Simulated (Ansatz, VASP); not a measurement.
**Two plane-wave programs on TiAl**

The input INCAR:

```
PREC = Accurate
ENCUT = 600
EDIFF = 1E-6
ISMEAR = -1
SIGMA = 0.1
LREAL = False
LASPH = True
NELM = 60
ALGO = Normal
ISIF = 3
LWAVE = False
LCHARG = False
IBRION = 2
NSW = 80
EDIFFG = -0.01
```

The input KPOINTS:

```
regular mesh
0
Gamma
  17 17 9
```

The input POSCAR:

```
TiAl
1.0
    2.8672620000      0.0000000000      0.0000000000
   -1.4336310000      2.4831217313      0.0000000000
    0.0000000000      0.0000000000      4.6780830000
Ti Al
1 1
Direct
    0.0000000000      0.0000000000      0.0000000000
    0.3333333333      0.6666666667      0.5000000000
```

Input for Ansatz:

```yaml
crystal:
  lattice:
    a: 2.867262
    b: 2.867262
    c: 4.678083
    alpha: 90.0
    beta: 90.0
    gamma: 120.0
  atoms:
    - { symbol: Ti, position: [0.0, 0.0, 0.0] }
    - { symbol: Al, position: [0.3333333333333333, 0.6666666666666666, 0.5] }
basis:
  ecutwfc: 550.0
kpoints:
  mp_grid:
    grid: [17, 17, 9]
hamiltonian:
  xc: lda
scf:
  occupations:
    method: fermi_dirac
relax:
  cell: {}
```

The cell comes from a database or a generator and needn't be the stable form of this composition.

Alike in both runs: task relaxation of cell and atoms; functional LDA; k mesh 17 × 17 × 9; no spin polarisation.

|  | VASP | Ansatz |
| --- | --- | --- |
| version | VASP 6.6.1 | Ansatz 0.2.0 |
| potentials or method | VASP PAW LDA potentials, release 64 (Ti_sv, Al) | plane waves, PAW |
| plane-wave cutoff (eV) | 600 | 550 |
| occupations | fermi-dirac, width 0.1 eV | fermi-dirac |
| valence electrons in the cell | 15 | 15 |

Ansatz gave:

```
relaxed volume (Å³/atom)                                     : 15.75
relaxed cell length with the largest relative difference (Å) : 4.580
energy change over the relaxation (meV/atom)                 : -18
```

Problem. Which values does VASP return?

Solution. Relaxed volume (Å³/atom): 15.75; relaxed cell length with the largest relative difference (Å): 4.583; energy change over the relaxation (meV/atom): -18.
